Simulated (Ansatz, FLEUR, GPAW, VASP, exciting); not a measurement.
# Si: 5 runs at one level of theory

```
CELL_PARAMETERS angstrom
0.00000 2.72185 2.72185
2.72185 0.00000 2.72185
2.72185 2.72185 0.00000
ATOMIC_POSITIONS crystal
Si 0.50000 0.50000 0.50000
Si 0.75000 0.75000 0.75000
```

Alike in all runs: task band structure; functional revPBE; k mesh 8 × 8 × 8; occupations fermi-dirac, width 0.05 eV; no spin polarisation; no spin-orbit coupling. Pressure is positive in compression and, in plane waves, holds the error of the finite cutoff. Gaps are the smaller of the mesh's and the band path's.

| program and potentials | plane-wave cutoff (eV) | notes | band gap (eV) | pressure (GPa) |
| --- | --- | --- | --- | --- |
| Ansatz, all-electron LAPW, scalar-relativistic | - | - | ? | ? |
| exciting, all-electron LAPW+lo, shipped species files, valence relativity iora* | - | - | 0.63 | - |
| VASP, PBE PAW files Si, 520 eV | 520 | potentials made for PBE | 0.62 | 2.32 |
| GPAW, the program's PAW data sets (release 1.2.1) made for this functional | 600 | - | 0.63 | 2.80 |
| FLEUR, all-electron, FLAPW | - | - | 0.64 | - |

Estimate from the other rows what the run with Ansatz, all-electron LAPW, scalar-relativistic gave.

Band gap 0.63 eV; pressure 2.49 GPa. The other rows, which needn't bracket it: band gap 0.62 to 0.64; pressure 2.32 to 2.80.
